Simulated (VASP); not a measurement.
# GaSb (d3) (F-43m) in VASP: notebook

The runs below take GaSb (d3) through single point, relaxation of cell and atoms, with PBE+D3(BJ).

Everything below comes from runs of VASP 6.6.1. Logs are shortened: lines on timing, memory, paths and dates and some standing lists are left out, and cuts for length are marked.

**The experiment to reproduce.**

From a printed reference work, data compilation, for a bulk crystal of GaSb at 4.2 K: band gap 0.811 eV (direct).

The runs below are set against these values where they give the same quantity.

**1. The cell of the first run**

Symmetry: F-43m, No. 216, cubic system. The conventional cell has a = 6.129 Å, b = 6.129 Å, c = 6.129 Å, α = 90.00°, β = 90.00°, γ = 90.00°. Ga (site symmetry -43m) has 4 Sb at 2.65 Å within 3.5 Å. Within 3.5 Å of Sb (site symmetry -43m) lie 4 Ga at 2.65 Å.

**2. Single point, PBE+D3(BJ)**

The input, INCAR:

```
ALGO = Normal ; EDIFF = 1E-7
ENCUT = 520 ; GGA = PE
ISIF = 2 ; ISMEAR = 0
IVDW = 12 ; LASPH = True
LCHARG = False ; LREAL = False
LWAVE = False ; NBANDS = 16
NELM = 100 ; PREC = Accurate
SIGMA = 0.1
```

The input, KPOINTS:

```
k-points
0
Gamma
  12 12 12
```

The input, POSCAR:

```
GaSb
1.0
    0.0000000000      3.0646302965      3.0646302965
    3.0646302965      0.0000000000      3.0646302965
    3.0646302965      3.0646302965      0.0000000000
Ga Sb
1 1
Direct
    0.0000000000      0.0000000000      0.0000000000
    0.2500000000      0.2500000000      0.2500000000
```

Potentials or basis: VASP PAW PBE potentials, release 64 (Ga_d, Sb).

The run is started by

```bash
> cat potpaw_PBE.64/Ga_d/POTCAR potpaw_PBE.64/Sb/POTCAR > POTCAR
> mpirun -np 1 vasp_std > vasp.out
```

OUTCAR:

```text
EDIFF = 1E-7
   ENCUT = 520
   GGA = PE
   ISIF = 2
   ISMEAR = 0
   IVDW = 12
   LASPH = True
   LREAL = False
   NELM = 100
   PREC = Accurate
 IVDW          = 12

 ion  position               nearest neighbor table
   1  0.000  0.000  0.000-   2 2.65   2 2.65   2 2.65   2 2.65
   2  0.250  0.250  0.250-   1 2.65   1 2.65   1 2.65   1 2.65

  LATTYP: Found a face centered cubic cell.
 ALAT       =     6.1292605930

  Lattice vectors:

 A1 = (   0.0000000000,   3.0646302965,   3.0646302965)
 A2 = (   3.0646302965,   0.0000000000,   3.0646302965)
 A3 = (   3.0646302965,   3.0646302965,   0.0000000000)

Analysis of symmetry for initial positions (statically):
=====================================================================
 Subroutine PRICEL returns:
 Original cell was already a primitive cell.

 Routine SETGRP: Setting up the symmetry group for a
 face centered cubic supercell.

 Subroutine GETGRP returns: Found 24 space group operations
 (whereof 24 operations were pure point group operations)
 out of a pool of 48 trial point group operations.

The static configuration has the point symmetry T_d .

Analysis of symmetry for dynamics (positions and initial velocities):
=====================================================================
 Subroutine PRICEL returns:
 Original cell was already a primitive cell.

 Routine SETGRP: Setting up the symmetry group for a
 face centered cubic supercell.

 Subroutine GETGRP returns: Found 24 space group operations
 (whereof 24 operations were pure point group operations)
 out of a pool of 48 trial point group operations.

The dynamic configuration has the point symmetry T_d .

 Subroutine INISYM returns: Found 24 space group operations
 (whereof 24 operations are pure point group operations),
 and found     1 'primitive' translations

----------------------------------------------------------------------------------------

                                     Primitive cell

  volume of cell :      57.5658

  direct lattice vectors                    reciprocal lattice vectors
     0.000000000  3.064630296  3.064630296    -0.163151817  0.163151817  0.163151817
     3.064630296  0.000000000  3.064630296     0.163151817 -0.163151817  0.163151817
     3.064630296  3.064630296  0.000000000     0.163151817  0.163151817 -0.163151817

  length of vectors
     4.334041729  4.334041729  4.334041729     0.282587236  0.282587236  0.282587236

  position of ions in fractional coordinates (direct lattice)
     0.000000000  0.000000000  0.000000000
     0.250000000  0.250000000  0.250000000

  ion indices of the primitive-cell ions
   primitive index   ion index
                 1           1
                 2           2

----------------------------------------------------------------------------------------

 KPOINTS: k-points

Automatic generation of k-mesh.
 Grid dimensions read from file:
 generate k-points for:   12   12   12

 Generating k-lattice:

  Cartesian coordinates                     Fractional coordinates (reciprocal lattice)
    -0.013595985  0.013595985  0.013595985     0.083333333  0.000000000  0.000000000
     0.013595985 -0.013595985  0.013595985     0.000000000  0.083333333  0.000000000
     0.013595985  0.013595985 -0.013595985     0.000000000  0.000000000  0.083333333

  Length of vectors
     0.023548936  0.023548936  0.023548936

  Shift w.r.t. Gamma in fractional coordinates (k-lattice)
     0.000000000  0.000000000  0.000000000

 Subroutine IBZKPT returns following result:
 ===========================================

 Found     72 irreducible k-points:

 Following reciprocal coordinates:
            Coordinates               Weight
  0.000000  0.000000  0.000000      1.000000
  0.083333  0.000000  0.000000      8.000000
  0.166667  0.000000  0.000000      8.000000
  0.250000  0.000000  0.000000      8.000000
  0.333333  0.000000  0.000000      8.000000
  0.416667  0.000000  0.000000      8.000000
[... 16 lines left out ...]
  0.500000  0.166667  0.000000     24.000000
 -0.416667  0.166667  0.000000     24.000000
 [... further k-points ...]
   k-points           NKPTS =     72   k-points in BZ     NKDIM =     72   number of bands    NBANDS=     16
   number of dos      NEDOS =    301   number of ions     NIONS =      2
   total plane-waves  NPLWV =  32768
   dimension x,y,z NGX =    32 NGY =   32 NGZ =   32
   dimension x,y,z NGXF=    64 NGYF=   64 NGZF=   64
   ions per type =               1   1
   NGX,Y,Z   is equivalent  to a cutoff of  12.27, 12.27, 12.27 a.u.
   NGXF,Y,Z  is equivalent  to a cutoff of  24.55, 24.55, 24.55 a.u.
 SYSTEM =  unknown system
   PREC   = accura    normal or accurate (medium, high low for compatibility)
   ISTART =      0    job   : 0-new  1-cont  2-samecut
   ICHARG =      2    charge: 1-file 2-atom 10-const
   ISPIN  =      1    spin polarized calculation?
   LNONCOLLINEAR =      F non collinear calculations
   LSORBIT =      F    spin-orbit coupling
   LASPH  =      T    aspherical Exc in radial PAW
   ENCUT  =  520.0 eV  38.22 Ry    6.18 a.u.   8.06  8.06  8.06*2*pi/ulx,y,z
   NELM   =    100;   NELMIN=  2; NELMDL= -5     # of ELM steps
   EDIFF  = 0.1E-06   stopping-criterion for ELM
   LREAL  =      F    real-space projection
   EDIFFG = 0.1E-05   stopping-criterion for IOM
   NSW    =      0    number of steps for IOM
   IBRION =     -1    ionic relax: 0-MD 1-quasi-New 2-CG
   NFREE  =      0    steps in history (QN), initial steepest desc. (CG)
   ISIF   =      2    stress and relaxation
   ISYM   =      2    0-nonsym 1-usesym 2-fastsym
   POTIM  = 0.5000    time-step for ionic-motion
   TEBEG  =    0.0;   TEEND  =   0.0 temperature during run
   PSTRESS=    0.0 pullay stress
   NELECT =      18.0000    total number of electrons
   NUPDOWN=      -1.0000    fix difference up-down
   EMIN   =  10.00;   EMAX   =-10.00  energy-range for DOS
   EFERMI =   0.00;   METHOD = LEGACY
   ISMEAR =     0;   SIGMA  =   0.10  broadening in eV -4-tet -1-fermi 0-gaus
   EFERMI_NEDOS =   21; number of points for ismear=-14 and -15
   IALGO  =     38    algorithm
   IMIX   =      4    mixing-type and parameters
     AMIX     =   0.40;   BMIX     =  1.00
     AMIX_MAG =   1.60;   BMIX_MAG =  1.00
  volume/ion in A,a.u.               =      28.78       194.24
  Fermi-wavevector in a.u.,A,eV,Ry     =   1.111163  2.099793 16.798870  1.234682
  Thomas-Fermi vector in A             =   2.247722
   LORBIT       =      0    0 simple, 1 ext, 2 COOP (PROOUT), +10 PAW based schemes
   GGA     = PE    functional components
   LHFCALC =     F    Hartree Fock is set to
   AEXX    =    0.0000 exact exchange contribution
   IVDW    =    12    specifies the selected vdW correction
   LEPSILON=     F    determine dielectric tensor
   LRPA    =     F    only Hartree local field effects (RPA)
 non-spin polarized calculation
 Gauss-broadening in eV      SIGMA  =   0.10
  energy-cutoff  :      520.00
  volume of cell :       57.57
 maximum number of plane-waves:      1572
   NGX = 17   NGY = 17   NGZ = 17

 number of electron      17.9999988 magnetization

 Free energy of the ion-electron system (eV)
  ---------------------------------------------------
  ext. energy  EPLUGINS =         0.00000000
  ---------------------------------------------------
  free energy    TOTEN  =        -7.35724073 eV

  energy without entropy =       -7.35710980  energy(sigma->0) =       -7.35717526

 E-fermi :   4.8688     XC(G=0):  -9.0656

 val. band max:        4.8126923185   @ k =   0.0000   0.0000   0.0000
 cond. band min:       5.2051547094   @ k =   0.5000   0.0000   0.0000
 fundamental gap:      0.3924623908
 Fermi energy:         4.8687818100

 k-point     1 :       0.0000    0.0000    0.0000
  band No.  band energies     occupation
      1     -10.2091      2.00000
      2     -10.2091      2.00000
      3     -10.2091      2.00000
      4     -10.1602      2.00000
      5     -10.1602      2.00000
      6      -6.6253      2.00000
[... 8 lines left out ...]
     15      13.3948      0.00000
     16      13.3948      0.00000

 k-point     2 :       0.0833    0.0000    0.0000
  band No.  band energies     occupation
      1     -10.2110      2.00000
      2     -10.2083      2.00000
      3     -10.2083      2.00000
      4     -10.1603      2.00000
      5     -10.1603      2.00000
      6      -6.5543      2.00000
[... 8 lines left out ...]
     15      12.8859      0.00000
     16      12.8859      0.00000

 k-point     3 :       0.1667    0.0000    0.0000
  band No.  band energies     occupation
      1     -10.2160      2.00000
      2     -10.2061      2.00000
      3     -10.2061      2.00000
      4     -10.1605      2.00000
      5     -10.1605      2.00000
      6      -6.3455      2.00000
[... 8 lines left out ...]
     15      12.4145      0.00000
     16      12.4145      0.00000

 k-point     4 :       0.2500    0.0000    0.0000
  band No.  band energies     occupation
      1     -10.2228      2.00000
      2     -10.2033      2.00000
      3     -10.2033      2.00000
      4     -10.1606      2.00000
      5     -10.1606      2.00000
      6      -6.0144      2.00000
[... 8 lines left out ...]
     15      12.3922      0.00000
     16      12.3922      0.00000
[... 324 lines left out ...]
 k-point    22 :       0.4167    0.1667    0.0000
  band No.  band energies     occupation
      1     -10.2367      2.00000
      2     -10.1971      2.00000
      3     -10.1956      2.00000
      4     -10.1639      2.00000
      5     -10.1587      2.00000
      6      -5.2263      2.00000
[... 8 lines left out ...]
     15      13.9744      0.00000
     16      14.6700      0.00000

 k-point    23 :       0.5000    0.1667    0.0000
  band No.  band energies     occupation
      1     -10.2391      2.00000
      2     -10.1964      2.00000
      3     -10.1949      2.00000
      4     -10.1629      2.00000
      5     -10.1593      2.00000
      6      -4.8813      2.00000
[... 8 lines left out ...]
     15      14.5712      0.00000
     16      14.7344      0.00000

 k-point    24 :      -0.4167    0.1667    0.0000
  band No.  band energies     occupation
      1     -10.2390      2.00000
      2     -10.1964      2.00000
      3     -10.1954      2.00000
      4     -10.1618      2.00000
      5     -10.1603      2.00000
      6      -4.8245      2.00000
[... 8 lines left out ...]
     15      13.4889      0.00000
     16      13.9464      0.00000

 [... further k-points ...]

------------------------ aborting loop because EDIFF is reached ----------------------------------------

 Edisp (eV)   -0.66096

 E8    (eV) :    -0.3100

  FORCE on cell =-STRESS in cart. coord.  units (eV):
  Direction    XX          YY          ZZ          XY          YZ          ZX
  --------------------------------------------------------------------------------------
  -------------------------------------------------------------------------------------
  Total       0.03088     0.03088     0.03088    -0.00000     0.00000     0.00000
  in kB       0.85935     0.85935     0.85935    -0.00000     0.00000     0.00000
  external pressure =        0.86 kB  Pullay stress =        0.00 kB

 VOLUME and BASIS-vectors are now :
 -----------------------------------------------------------------------------
  energy-cutoff  :      520.00
  volume of cell :       57.57
      direct lattice vectors                 reciprocal lattice vectors
     0.000000000  3.064630296  3.064630296    -0.163151817  0.163151817  0.163151817
     3.064630296  0.000000000  3.064630296     0.163151817 -0.163151817  0.163151817
     3.064630296  3.064630296  0.000000000     0.163151817  0.163151817 -0.163151817

 POSITION                                       TOTAL-FORCE (eV/Angst)
 -----------------------------------------------------------------------------------
      0.00000      0.00000      0.00000        -0.000000     -0.000000     -0.000000
      1.53232      1.53232      1.53232         0.000000      0.000000      0.000000
 -----------------------------------------------------------------------------------
    total drift:                                0.000002      0.000002      0.000002

  FREE ENERGIE OF THE ION-ELECTRON SYSTEM (eV)
  ---------------------------------------------------
  free  energy   TOTEN  =        -8.0181960177 eV

  energy  without entropy=       -8.0180650837  energy(sigma->0) =       -8.01813055
```

Wall time 26 s (1 thread of AMD EPYC 9R45 (Zen 5), shared host); peak memory 0.2 GiB.

What came out:

* Free energy: -8.0182 eV
* Pressure: 0.1 GPa
* Band gap on the k mesh: zero (filled and empty bands touch)
* Dispersion energy per atom: -0.330 eV

Caveat: spin-orbit coupling is left out, which moves the levels of the heavy elements; pairwise dispersion overbinds metals, which lowers pressure and volume.

**3. Relaxation of cell and atoms, PBE+D3(BJ)**

This run uses another cell than the first one, of 28.62 Å³/atom, 0.994 times its volume.

The input, INCAR:

```
SYSTEM = GaSb
ALGO = Normal
EDIFF = 1E-6
EDIFFG = -0.002
ENCUT = 600
GGA = PE
IBRION = 2
ISIF = 3
ISMEAR = 0
IVDW = 12
LASPH = .TRUE.
LCHARG = .FALSE.
LREAL = .FALSE.
LWAVE = .FALSE.
NELM = 100
NSW = 100
PREC = Accurate
SIGMA = 0.1
```

The input, KPOINTS:

```
k-points
0
G
  12 12 12
  0 0 0
```

The input, POSCAR:

```
GaSb
1.0
    0.0000000000      3.0590000000      3.0590000000
    3.0590000000      0.0000000000      3.0590000000
    3.0590000000      3.0590000000      0.0000000000
Ga Sb
1 1
Direct
    0.0000000000      0.0000000000      0.0000000000
    0.2500000000      0.2500000000      0.2500000000
```

Potentials or basis: VASP PAW PBE potentials, release 64 (Ga_d, Sb).

The run is started by

```bash
> cat potpaw_PBE.64/Ga_d/POTCAR potpaw_PBE.64/Sb/POTCAR > POTCAR
> mpirun -np 1 vasp_std > vasp.out
```

Wall time 1.9 min (1 thread of AMD EPYC 9R45 (Zen 5), shared host); peak memory 0.24 GiB.

It converged, with:

```yaml
Free_energy: -8.0180 eV
Relaxed_volume: 28.83 Å³/atom
Relaxed_cell: a = 4.336 Å, b = 4.336 Å, c = 4.336 Å, α = 60.00°, β = 60.00°, γ = 60.00°
Space_group_after_relaxing_to_0.05_Å: F-43m (No. 216)
Energy_gained_by_relaxing: 0.2 meV/atom
Ionic_steps: 5
Pressure_after_relaxing: 0.0 GPa
Band_gap_on_the_k_mesh: zero (filled and empty bands touch)
Dispersion_energy_per_atom: -0.330 eV
```

Step by step:
```tsv
step	energy change (eV)	largest force (eV/Å)	pressure (GPa)	volume (Å³)
1	0.0000	0.0000	0.34	57.25
2	-0.0004	0.0000	-0.08	57.75
3	-0.0004	0.0000	0.05	57.64
4	-0.0004	0.0000	-0.07	57.69
5	-0.0004	0.0000	0.01	57.66
```

Final structure:
```
CELL_PARAMETERS angstrom
0.00000 3.06635 3.06635
3.06635 0.00000 3.06635
3.06635 3.06635 0.00000
ATOMIC_POSITIONS crystal
Ga 0.00000 0.00000 0.00000
Sb 0.25000 0.25000 0.25000
```

Levels at points of the mesh, in eV from the Fermi level:
| k point | band 7 | band 8 | band 9 | band 10 | band 11 | band 12 |
| --- | --- | --- | --- | --- | --- | --- |
| (0.00, 0.00, 0.00) | -0.07 | -0.05 | -0.05 | -0.05 | 2.72 | 2.72 |
| (0.50, 0.00, 0.00) | -6.38 | -1.20 | -1.20 | 0.33 | 3.69 | 3.69 |
| (0.50, 0.50, 0.00) | -6.83 | -2.60 | -2.60 | 0.86 | 1.21 | 8.58 |

Caveat: spin-orbit coupling is left out, which moves the levels of the heavy elements; pairwise dispersion overbinds metals, which lowers pressure and volume. Zero-point motion and thermal expansion aren't in these numbers.

**4. Comparison with measurements**

Step 2. Against the measured gap of GaSb, 0.811 eV (direct; 4.2 K; a printed reference work, data compilation), the calculated 0.00 eV is off by -0.81 eV. Spin-orbit coupling on Ga, Sb is left out. The value is that of PBE+D3(BJ) on a finite k mesh, which can miss the band edges, without temperature or zero-point motion. Semilocal functionals fall short of measured gaps as a rule.
